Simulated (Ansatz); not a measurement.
The following input was run with Ansatz 0.2.0.

```yaml
crystal:
  lattice:
    - [3.1983961952, 0.0, 0.0]
    - [-1.5991980976, 2.7698923564, 0.0]
    - [0.0, 0.0, 32.4115723039]
  atoms:
    - { symbol: S, position: [0.0, 0.0, 0.4503774699] }
    - { symbol: Mo, position: [0.6666666667, 0.3333333333, 0.5] }
    - { symbol: S, position: [0.3333333333, 0.6666666667, 0.5496225301] }
  periodic: [true, true, false]
basis:
  ecutwfc: 420
kpoints:
  mp_grid: { grid: [18, 18, 1] }
  band_path:
    path:
      - [0, 0, 0]
      - [0.5, 0, 0]
      - [0.3333333333333, 0.3333333333333, 0]
      - [0, 0, 0]
    npoints: 8
hamiltonian:
  xc: pbe
  dispersion: d3bj
scf:
  occupations: { method: gaussian, width: 0.1 }
output:
  forces: true
  stress: true
  eigenvalues: true
  write_density: true
  write_potential: true
  elf: true
  volumetric_format: npy
relax:
  adjacent_minimum: "off"
  f_tol: 0.01
  max_steps: 40
```

Launched with
```bash
ansatz run input.yaml --threads 2 --pin off --max-ram 5120MiB --backend cpu --events-out ev --progress --plain --runs-dir out
```

Computed with DFT PBE+D3(BJ), scalar-relativistic, plane waves, PAW in Ansatz 0.2.0.

Part of what the program printed, abridged (final results; tables in files aren't shown):

```
SCF converged after 2 iterations
Free energy (F): -6762.912645 eV
Harris-Foulkes:  -6762.912645 eV  (|F-HF|=8.19e-11)
Internal energy: -6762.906917 eV  (E = F + TS)
E sigma→0 (E₀):  -6762.909781 eV
Entropy (-TS):   -0.005728 eV (-1.909 meV/atom)
Fermi energy:    -5.088591 eV
--- Per-component energies (eV) ---
  E_band       = -576.511224
  E_kinetic    = 654.275476
  E_local      = -47822.579430  (includes V_loc(G=0)·N_el)
  E_nonlocal   = 199.342459
  E_hartree    = 23474.688164
  E_xc         = -377.495407
  E_vxc        = -403.617351  (∫ρ·V_xc dr)
  E_paw        = -4401.507772  (= ΣΔE_a)
  E_vpaw       = -153.311746  (= ΣTr[D̂ρ^β])
  E_aug_tail   = 0.000046  (compensation charges beyond the density's cutoff)
  E_ewald      = 21511.300684
  E_disp       = -0.931137  (pairwise vdW)
  E_smearing   = -0.005728  (= −TS)
--- Forces (eV/Å), atoms counted from 1 ---
  atom   1  S      0.00000000     0.00000000    -0.00016733
  atom   2  Mo     0.00000000     0.00000000     0.00000000
  atom   3  S      0.00000000     0.00000000     0.00016733
--- 2D stress c σ (N/m, compression-positive) ---
       -1.574099       0.000000       0.000000
        0.000000      -1.574099       0.000000
        0.000000       0.000000       0.000000
  P = ½ c Tr σ = -1.5741 N/m
--- Band table (eV; the first three rows and the last of 37) ---
  k-point 0: bands = ["-66.9468", "-40.9782", "-40.9263", "-40.9263", "-19.9127", "-18.7534", "-11.4429", "-9.0206", "-9.0206", "-8.0289", "-6.0588", "-6.0588", "-5.9727", "-5.3747", "-5.3747", "-1.9168", "-1.9168"]
  k-point 1: bands = ["-66.9458", "-40.9761", "-40.9371", "-40.9288", "-19.8649", "-18.7389", "-11.3813", "-9.2324", "-8.9925", "-7.8504", "-6.3910", "-6.2759", "-6.0035", "-5.2165", "-5.1640", "-2.0927", "-1.9453"]
  k-point 2: bands = ["-66.9428", "-40.9704", "-40.9678", "-40.9359", "-19.7248", "-18.6964", "-11.2023", "-9.6239", "-8.9196", "-7.6073", "-7.0608", "-6.6264", "-6.0553", "-5.0025", "-4.8339", "-2.4637", "-2.0055"]
  k-point 36: bands = ["-66.9075", "-41.1695", "-41.1695", "-40.8989", "-17.8552", "-17.8552", "-10.6918", "-10.6918", "-10.4672", "-8.9808", "-8.9808", "-8.7983", "-4.6170", "-4.6170", "-4.3730", "-1.9251", "-1.9251"]
--- Relaxed structure (4 steps of the walk, 4 accepted, 0 SCFs on fresh bases) ---
  F+E_penalty+E_count = -6762.91264490 eV   max|allowed force component| = 1.673e-4 eV/Å
  cell:  # Å, volume = 287.1410 Å³
    - [3.19839619, 0.0, 0.0]
    - [-1.59919809, 2.76989235, 0.0]
    - [0.0, 0.0, 32.4115723039]
  atoms:
    - { symbol: S, position: [0.0, 0.0, 0.45144910] }
    - { symbol: Mo, position: [0.66666666, 0.33333333, 0.5] }
    - { symbol: S, position: [0.33333333, 0.66666666, 0.54855089] }
```

The relaxation met its thresholds.

Time: 22 s on 2 threads of AMD EPYC 7R43 64-Core Processor (Zen 3), on a shared host, peak memory 0.63 GiB.